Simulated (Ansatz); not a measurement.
## Structure types of Au compared at 270 GPa

Structure types of Au are relaxed in primitive cells with their symmetry kept at 270 GPa, on PAW files; LAPW relaxes the small cells further and takes the PAW cell for the others (marked *). The enthalpy is E + pV at zero temperature, without zero-point motion. Only the types listed were tried, and differences under about 5 meV/atom are mesh noise.

All numbers are PBE results (scalar-relativistic) from Ansatz 0.2.0, with Fermi–Dirac smearing of 0.1 eV, no spin polarisation. Methods: LAPW: all electrons, basis error target 0.5 meV/atom; PAW: frozen-core files, cutoff 420 eV.

k meshes: fcc 19×19×19, bcc 19×19×19, hcp 18×18×10, sc 17×17×17, dhcp 14×14×4, beta tin 18×18×18.

Spin–orbit coupling is left out, which matters for the heavy atoms.

```tsv
start type	ends as	a, b, c (Å)	V (Å³/atom)	H − H(lowest), LAPW (meV/atom)
fcc	fcc, Fm-3m	3.534, 3.534, 3.534	11.03	0.0
bcc	bcc, Im-3m	2.805, 2.805, 2.805	11.03	?
hcp	hcp, P6_3/mmc	2.487, 2.487, 4.120	11.03	7.7
sc	sc, Pm-3m	2.285, 2.285, 2.285	11.93	2379.1
dhcp*	dhcp, P6_3/mmc	2.490, 2.490, 8.221	11.03	7.3
beta tin	beta tin, I4_1/amd	4.453, 4.453, 2.340	11.60	?
```

Task: Fill in "H − H(lowest), LAPW (meV/atom)" for the row "bcc".

Result: 43.2.

Task: Give the missing entry: row "beta tin", column "H − H(lowest), LAPW (meV/atom)".

Result: 1540.5.
